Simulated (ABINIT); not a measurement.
# Al (Fm-3m) in ABINIT: a series of runs

The runs below take Al through equation of state, with AM05, r2SCAN, SCAN, revPBE, PW91, WC.

Program: ABINIT 10.8.3 (patched build). These are calculated values, not measurements. Logs are shortened: lines on timing, memory, paths and dates and some standing lists are left out, and cuts for length are marked. The log counts tension as positive stress, the text compression.

**Measured values to compare with.**

From “The interpretation of polycrystalline coherent inelastic neutron scattering from aluminium”, 2013, pmc:3831299, for a bulk crystal of Al: bulk modulus 76.9 GPa.

How close the calculation comes is told below.

## 1. Starting point

The structure is cubic, space group Fm-3m (No. 225). The conventional cell has a = 4.050 Å, b = 4.050 Å, c = 4.050 Å, α = 90.00°, β = 90.00°, γ = 90.00°. Around Al (site symmetry m-3m) lie 12 Al at 2.86 Å.

## 2. Equation of state, AM05

The input, run.abi:

```
# Datasets: one volume each
ndtset 7
getwfk -1
scalecart1 3*0.9795861087
scalecart2 3*0.9864848297
scalecart3 3*0.9932883884
scalecart4 3*1.0000000000
scalecart5 3*1.0066227096
scalecart6 3*1.0131594038
scalecart7 3*1.0196128224

# Pseudopotentials
pp_dirpath "./"
pseudos "Al.GGA_PBE-JTH.xml"

# Structure
acell 3*1.0 Angstrom
rprim
     0.0000000000     2.0248050000     2.0248050000
     2.0248050000     0.0000000000     2.0248050000
     2.0248050000     2.0248050000     0.0000000000
ntypat 1
znucl 13
natom 1
typat 1
xred
     0.0000000000     0.0000000000     0.0000000000

# Plane-wave basis
ecut 18.0
pawecutdg 36.0
pawxcdev 0

# k points
kptopt 1
ngkpt 11 11 11
nshiftk 1
shiftk 0.0 0.0 0.0

# Exchange and correlation
ixc -120135

# Bands and occupations
nband 6
occopt 3
tsmear 0.05 eV

# SCF cycle
nstep 100
tolvrs 1.0e-9

# Output
iomode 3
prtwf 1
prtden 0
prteig 0
prtebands 0
```

Potentials or basis: JTH PAW PBE v2.0.

Launch:

```sh
abinit run.abi > log 2>&1
```

run.abo:

```text
.Version 10.8.3 of ABINIT
 DATASET    1 : space group Fm -3 m (#225); Bravais cF (face-center cubic)
================================================================================
 Values of the parameters that define the memory need for DATASET  1.
     intxc =       0    ionmov =       0      iscf =      17    lmnmax =       8
     lnmax =       4     mgfft =      24  mpssoang =       2    mqgrid =    3001
     natom =       1  nloc_mem =       2    nspden =       1   nspinor =       1
    nsppol =       1      nsym =      48    n1xccc =       1    ntypat =       1
    occopt =       3   xclevel =       2
       mpw =         391          nfft =       13824          nkpt =          56
 PAW method is used; the additional fine FFT grid is defined by:
   mgfftf=        30    nfftf =     27000
================================================================================
================================================================================
[... 71 lines left out ...]
 DATASET    7 : space group Fm -3 m (#225); Bravais cF (face-center cubic)
================================================================================
 Values of the parameters that define the memory need for DATASET  7.
     intxc =       0    ionmov =       0      iscf =      17    lmnmax =       8
     lnmax =       4     mgfft =      24  mpssoang =       2    mqgrid =    3001
     natom =       1  nloc_mem =       2    nspden =       1   nspinor =       1
    nsppol =       1      nsym =      48    n1xccc =       1    ntypat =       1
    occopt =       3   xclevel =       2
       mpw =         444          nfft =       13824          nkpt =          56
 PAW method is used; the additional fine FFT grid is defined by:
   mgfftf=        30    nfftf =     27000
================================================================================
================================================================================

--------------------------------------------------------------------------------
------------- Echo of variables that govern the present computation ------------
--------------------------------------------------------------------------------
 -outvars: echo values of preprocessed input variables --------
            acell      1.8897261259E+00  1.8897261259E+00  1.8897261259E+00 Bohr
              amu      2.69815390E+01
             ecut      1.80000000E+01 Hartree
           getwfk          -1
                       outvar_i_n : Printing only first  50 k-points.
              ixc     -120135
           jdtset        1    2    3    4    5    6    7
                       outvar_i_n : Printing only first  50 k-points.
         kptrlatt       11    0    0      0   11    0      0    0   11
          kptrlen1     5.83085676E+01
          kptrlen2     5.87192048E+01
          kptrlen3     5.91241777E+01
          kptrlen4     5.95236775E+01
          kptrlen5     5.99178855E+01
          kptrlen6     6.03069736E+01
          kptrlen7     6.06911048E+01
            natom           1
            nband           6
           ndtset           7
            ngfft          24      24      24
[... 36 lines left out ...]
            typat      1
           useylm           1
                       outvars : Printing only first  50 k-points.
            znucl       13.00000

================================================================================

 chkinp: Checking input parameters for consistency, jdtset=   1.

 chkinp: Checking input parameters for consistency, jdtset=   2.
[... 42 lines left out ...]
 getcut: wavevector=  0.0000  0.0000  0.0000  ngfft=  30  30  30
         ecut(hartree)=     36.000   => boxcut(ratio)=   2.09772

--- Pseudopotential description ------------------------------------------------
- pspini: atom type   1  psp file is ./Al.GGA_PBE-JTH.xml
 Pseudopotential format is: paw10
 basis_size (lnmax)=  4 (lmn_size=  8), orbitals=   0   0   1   1
 Spheres core radius: rc_sph= 1.90363307
 Shapefunction is SIN type: shapef(r)=[sin(pi*r/rshp)/(pi*r/rshp)]**2
 Radius for shape functions =  1.60786206
 Compensation charge density is not taken into account in XC energy/potential

  -1.09563711E+01                                ecore*ucvol(ha*bohr**3)
--------------------------------------------------------------------------------

================================================================================

--- !BeginCycle
iteration_state: {dtset: 1, }
solver: {iscf: 17, nstep: 100, nline: 4, wfoptalg: 10, }
tolerances: {tolvrs: 1.00E-09, }
...
[... 1148 lines left out ...]
-Cartesian components of stress tensor (GPa)         [Pressure= -6.3619E+00 GPa]
- sigma(1 1)=  6.36192068E+00  sigma(3 2)=  0.00000000E+00
- sigma(2 2)=  6.36192068E+00  sigma(3 1)=  0.00000000E+00
- sigma(3 3)=  6.36192068E+00  sigma(2 1)=  0.00000000E+00

== END DATASET(S) ==============================================================
================================================================================

 -outvars: echo values of variables after computation  --------
            acell      1.8897261259E+00  1.8897261259E+00  1.8897261259E+00 Bohr
           etotal1    -2.0948925024E+00
           etotal2    -2.0950478004E+00
           etotal3    -2.0950587702E+00
           etotal4    -2.0949377325E+00
           etotal5    -2.0946995385E+00
           etotal6    -2.0943569627E+00
           etotal7    -2.0939195279E+00
            fcart1    -0.0000000000E+00 -0.0000000000E+00 -0.0000000000E+00
            fcart2    -0.0000000000E+00 -0.0000000000E+00 -0.0000000000E+00
            fcart3    -0.0000000000E+00 -0.0000000000E+00 -0.0000000000E+00
            fcart4    -0.0000000000E+00 -0.0000000000E+00 -0.0000000000E+00
            fcart5    -0.0000000000E+00 -0.0000000000E+00 -0.0000000000E+00
            fcart6    -0.0000000000E+00 -0.0000000000E+00 -0.0000000000E+00
            fcart7    -0.0000000000E+00 -0.0000000000E+00 -0.0000000000E+00
            rprim1     0.0000000000E+00  1.9834708508E+00  1.9834708508E+00
                       1.9834708508E+00  0.0000000000E+00  1.9834708508E+00
                       1.9834708508E+00  1.9834708508E+00  0.0000000000E+00
[... 17 lines left out ...]
                       2.0645171409E+00  2.0645171409E+00  0.0000000000E+00
           strten1    -1.0227932301E-04 -1.0227932301E-04 -1.0227932301E-04
                       0.0000000000E+00  0.0000000000E+00  0.0000000000E+00
           strten2    -3.3747014155E-05 -3.3747014155E-05 -3.3747014155E-05
                       0.0000000000E+00  0.0000000000E+00  0.0000000000E+00
           strten3     2.7822454890E-05  2.7822454890E-05  2.7822454890E-05
                       0.0000000000E+00  0.0000000000E+00  0.0000000000E+00
           strten4     8.3063973464E-05  8.3063973464E-05  8.3063973464E-05
                       0.0000000000E+00  0.0000000000E+00  0.0000000000E+00
           strten5     1.3253525240E-04  1.3253525240E-04  1.3253525240E-04
                       0.0000000000E+00  0.0000000000E+00  0.0000000000E+00
           strten6     1.7676713173E-04  1.7676713173E-04  1.7676713173E-04
                       0.0000000000E+00  0.0000000000E+00  0.0000000000E+00
           strten7     2.1623728862E-04  2.1623728862E-04  2.1623728862E-04
                       0.0000000000E+00  0.0000000000E+00  0.0000000000E+00
 Calculation completed.
```

Wall time 26 s (1 thread of Arm Neoverse V1, shared host); peak memory 0.11 GiB.

Results:

* Equilibrium volume: 16.13 Å³/atom
* Bulk modulus: 87 GPa
* Pressure derivative of the bulk modulus: 4.3

Energy against volume, from the lowest point:
```csv
volume (Å³/atom),energy (meV/atom)
15.607,4.52
15.939,0.30
16.271,0.00
16.603,3.29
16.935,9.78
17.267,19.10
17.599,31.00
```

Caveat: pressures at fixed basis lie under the slope of the energies; the PAW data sets were made with another functional, which shifts forces and pressure a little.

## 3. Equation of state, r2SCAN

Edit run.abi of step 2 so:

```diff
@@ -31,3 +31,2 @@
 pawecutdg 36.0
-pawxcdev 0
 
@@ -40,3 +39,5 @@
 # Exchange and correlation
-ixc -120135
+ixc -497498
+usekden 1
+pawxcdev 0
 
@@ -49,3 +50,3 @@
 nstep 100
-tolvrs 1.0e-9
+tolvrs 1.0e-7
```

Potentials or basis: JTH PAW PBE v2.0.

Launch:

```sh
abinit run.abi > log 2>&1
```

run.abo:

```text
.Version 10.8.3 of ABINIT
 DATASET    1 : space group Fm -3 m (#225); Bravais cF (face-center cubic)
================================================================================
 Values of the parameters that define the memory need for DATASET  1.
     intxc =       0    ionmov =       0      iscf =      17    lmnmax =       8
     lnmax =       4     mgfft =      24  mpssoang =       2    mqgrid =    3001
     natom =       1  nloc_mem =       2    nspden =       1   nspinor =       1
    nsppol =       1      nsym =      48    n1xccc =       1    ntypat =       1
    occopt =       3   xclevel =       2
       mpw =         391          nfft =       13824          nkpt =          56
 PAW method is used; the additional fine FFT grid is defined by:
   mgfftf=        30    nfftf =     27000
================================================================================
================================================================================
[... 71 lines left out ...]
 DATASET    7 : space group Fm -3 m (#225); Bravais cF (face-center cubic)
================================================================================
 Values of the parameters that define the memory need for DATASET  7.
     intxc =       0    ionmov =       0      iscf =      17    lmnmax =       8
     lnmax =       4     mgfft =      24  mpssoang =       2    mqgrid =    3001
     natom =       1  nloc_mem =       2    nspden =       1   nspinor =       1
    nsppol =       1      nsym =      48    n1xccc =       1    ntypat =       1
    occopt =       3   xclevel =       2
       mpw =         444          nfft =       13824          nkpt =          56
 PAW method is used; the additional fine FFT grid is defined by:
   mgfftf=        30    nfftf =     27000
================================================================================
================================================================================

--------------------------------------------------------------------------------
------------- Echo of variables that govern the present computation ------------
--------------------------------------------------------------------------------
 -outvars: echo values of preprocessed input variables --------
            acell      1.8897261259E+00  1.8897261259E+00  1.8897261259E+00 Bohr
              amu      2.69815390E+01
             ecut      1.80000000E+01 Hartree
           getwfk          -1
                       outvar_i_n : Printing only first  50 k-points.
              ixc     -497498
           jdtset        1    2    3    4    5    6    7
[... 113 lines left out ...]
 Compensation charge density is not taken into account in XC energy/potential

  -1.09563711E+01                                ecore*ucvol(ha*bohr**3)
--------------------------------------------------------------------------------

================================================================================

--- !BeginCycle
iteration_state: {dtset: 1, }
solver: {iscf: 17, nstep: 100, nline: 4, wfoptalg: 10, }
tolerances: {tolvrs: 1.00E-07, }
...
[... 1204 lines left out ...]
-Cartesian components of stress tensor (GPa)         [Pressure= -6.8527E+00 GPa]
- sigma(1 1)=  6.85273641E+00  sigma(3 2)=  0.00000000E+00
- sigma(2 2)=  6.85273641E+00  sigma(3 1)=  0.00000000E+00
- sigma(3 3)=  6.85273641E+00  sigma(2 1)=  0.00000000E+00

== END DATASET(S) ==============================================================
================================================================================

 -outvars: echo values of variables after computation  --------
            acell      1.8897261259E+00  1.8897261259E+00  1.8897261259E+00 Bohr
           etotal1    -4.3405417903E-01
           etotal2    -4.3417633849E-01
           etotal3    -4.3415470355E-01
           etotal4    -4.3400054042E-01
           etotal5    -4.3372825998E-01
           etotal6    -4.3335046244E-01
           etotal7    -4.3287672352E-01
            fcart1    -0.0000000000E+00 -0.0000000000E+00 -0.0000000000E+00
            fcart2    -0.0000000000E+00 -0.0000000000E+00 -0.0000000000E+00
            fcart3    -0.0000000000E+00 -0.0000000000E+00 -0.0000000000E+00
            fcart4    -0.0000000000E+00 -0.0000000000E+00 -0.0000000000E+00
            fcart5    -0.0000000000E+00 -0.0000000000E+00 -0.0000000000E+00
            fcart6    -0.0000000000E+00 -0.0000000000E+00 -0.0000000000E+00
            fcart7    -0.0000000000E+00 -0.0000000000E+00 -0.0000000000E+00
            rprim1     0.0000000000E+00  1.9834708508E+00  1.9834708508E+00
                       1.9834708508E+00  0.0000000000E+00  1.9834708508E+00
                       1.9834708508E+00  1.9834708508E+00  0.0000000000E+00
[... 17 lines left out ...]
                       2.0645171409E+00  2.0645171409E+00  0.0000000000E+00
           strten1    -8.7549484871E-05 -8.7549484871E-05 -8.7549484871E-05
                       0.0000000000E+00  0.0000000000E+00  0.0000000000E+00
           strten2    -1.9075743665E-05 -1.9075743665E-05 -1.9075743665E-05
                       0.0000000000E+00  0.0000000000E+00  0.0000000000E+00
           strten3     4.2521257914E-05  4.2521257914E-05  4.2521257914E-05
                       0.0000000000E+00  0.0000000000E+00  0.0000000000E+00
           strten4     9.8068591970E-05  9.8068591970E-05  9.8068591970E-05
                       0.0000000000E+00  0.0000000000E+00  0.0000000000E+00
           strten5     1.4805143888E-04  1.4805143888E-04  1.4805143888E-04
                       0.0000000000E+00  0.0000000000E+00  0.0000000000E+00
           strten6     1.9287060706E-04  1.9287060706E-04  1.9287060706E-04
                       0.0000000000E+00  0.0000000000E+00  0.0000000000E+00
           strten7     2.3291977648E-04  2.3291977648E-04  2.3291977648E-04
                       0.0000000000E+00  0.0000000000E+00  0.0000000000E+00
 Calculation completed.
```

It took 75 s on 1 thread of Arm Neoverse V1, shared host; peak memory 0.12 GiB.

Results:

| Quantity | Value |
| --- | --- |
| Equilibrium volume | 16.05 Å³/atom |
| Bulk modulus | 89 GPa |
| Pressure derivative of the bulk modulus | 4.1 |

Energy against volume, from the lowest point:
```tsv
volume (Å³/atom)	energy (meV/atom)
15.607	3.32
15.939	0.00
16.271	0.59
16.603	4.78
16.935	12.19
17.267	22.47
17.599	35.36
```

Caveat: pressures at fixed basis lie under the slope of the energies; the PAW data sets were made with another functional, which shifts forces and pressure a little.

## 4. Equation of state, SCAN

Edit run.abi of step 3 so:

```diff
@@ -39,3 +39,3 @@
 # Exchange and correlation
-ixc -497498
+ixc -263267
 usekden 1
```

Potentials or basis: JTH PAW PBE v2.0.

Launch:

```sh
abinit run.abi > log 2>&1
```

run.abo:

```text
.Version 10.8.3 of ABINIT
 DATASET    1 : space group Fm -3 m (#225); Bravais cF (face-center cubic)
================================================================================
 Values of the parameters that define the memory need for DATASET  1.
     intxc =       0    ionmov =       0      iscf =      17    lmnmax =       8
     lnmax =       4     mgfft =      24  mpssoang =       2    mqgrid =    3001
     natom =       1  nloc_mem =       2    nspden =       1   nspinor =       1
    nsppol =       1      nsym =      48    n1xccc =       1    ntypat =       1
    occopt =       3   xclevel =       2
       mpw =         391          nfft =       13824          nkpt =          56
 PAW method is used; the additional fine FFT grid is defined by:
   mgfftf=        30    nfftf =     27000
================================================================================
================================================================================
[... 71 lines left out ...]
 DATASET    7 : space group Fm -3 m (#225); Bravais cF (face-center cubic)
[... 1393 lines left out ...]
            fcart6    -0.0000000000E+00 -0.0000000000E+00 -0.0000000000E+00
            fcart7    -0.0000000000E+00 -0.0000000000E+00 -0.0000000000E+00
            rprim1     0.0000000000E+00  1.9834708508E+00  1.9834708508E+00
                       1.9834708508E+00  0.0000000000E+00  1.9834708508E+00
                       1.9834708508E+00  1.9834708508E+00  0.0000000000E+00
[... 17 lines left out ...]
                       2.0645171409E+00  2.0645171409E+00  0.0000000000E+00
           strten1    -1.1721886400E-04 -1.1721886400E-04 -1.1721886400E-04
                       0.0000000000E+00  0.0000000000E+00  0.0000000000E+00
           strten2    -5.2686848623E-05 -5.2686848623E-05 -5.2686848623E-05
                       0.0000000000E+00  0.0000000000E+00  0.0000000000E+00
           strten3     4.3997653296E-06  4.3997653296E-06  4.3997653296E-06
                       0.0000000000E+00  0.0000000000E+00  0.0000000000E+00
           strten4     5.4534084137E-05  5.4534084137E-05  5.4534084137E-05
                       0.0000000000E+00  0.0000000000E+00  0.0000000000E+00
           strten5     9.9624464739E-05  9.9624464739E-05  9.9624464739E-05
                       0.0000000000E+00  0.0000000000E+00  0.0000000000E+00
           strten6     1.4091989954E-04  1.4091989954E-04  1.4091989954E-04
                       0.0000000000E+00  0.0000000000E+00  0.0000000000E+00
           strten7     1.7844315094E-04  1.7844315094E-04  1.7844315094E-04
                       0.0000000000E+00  0.0000000000E+00  0.0000000000E+00
 Calculation completed.
```

Wall time 94 s (1 thread of Arm Neoverse V1, shared host); peak memory 0.12 GiB.

What came out:

```
Equilibrium volume                      : 16.27 Å³/atom
Bulk modulus                            : 77 GPa
Pressure derivative of the bulk modulus : 4.3
```

Energy against volume, from the lowest point:
```
volume (Å³/atom)  energy (meV/atom)
          15.607               7.00
          15.939               1.69
          16.271               0.00
          16.603               1.66
          16.935               6.20
          17.267              13.37
          17.599              22.97
```

Caveat: pressures at fixed basis lie under the slope of the energies; the PAW data sets were made with another functional, which shifts forces and pressure a little.

(Part 1 of 2 ends here.)
